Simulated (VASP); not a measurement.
A run of VASP 6.6.1 is set up as follows.

INCAR

```
SYSTEM = Ni
ALGO = Normal
EDIFF = 1E-7
ENCUT = 520
GGA = PE
ISIF = 2
ISMEAR = -1
ISPIN = 2
LASPH = .TRUE.
LCHARG = .FALSE.
LMAXMIX = 4
LORBIT = 11
LREAL = .FALSE.
LWAVE = .FALSE.
MAGMOM = 1 1
NBANDS = 21
NELM = 100
PREC = Accurate
SIGMA = 0.05
```

File KPOINTS:

```
k-points
0
G
  12 12 7
  0 0 0
```

File POSCAR:

```
Ni
1.0
    2.4480228978      0.0000000000      0.0000000000
   -1.2240114489      2.1200500186      0.0000000000
    0.0000000000      0.0000000000      4.0728075700
Ni
2
Direct
    0.6727700000      0.3354790000      0.7554090000
    0.3421770000      0.6583580000      0.2444720000
```

Potentials or basis: VASP PAW PBE potentials, release 64 (Ni).

Run with:

```console
$ cat potpaw_PBE.64/Ni/POTCAR > POTCAR
$ mpirun -np 1 vasp_std > vasp.out
```

**Question.** Estimate the band gap on the k mesh.

**Answer.** None (metal or under the smearing width).

**Question.** Estimate the largest force.

**Answer.** 0.437 eV/Å.

**Question.** What does it give for the pressure?

**Answer.** 7.3 GPa.

Forces in eV/Å, atoms in the order of the input:
```
Ni   0.040 -0.042 -0.433
Ni  -0.040  0.042  0.433
```
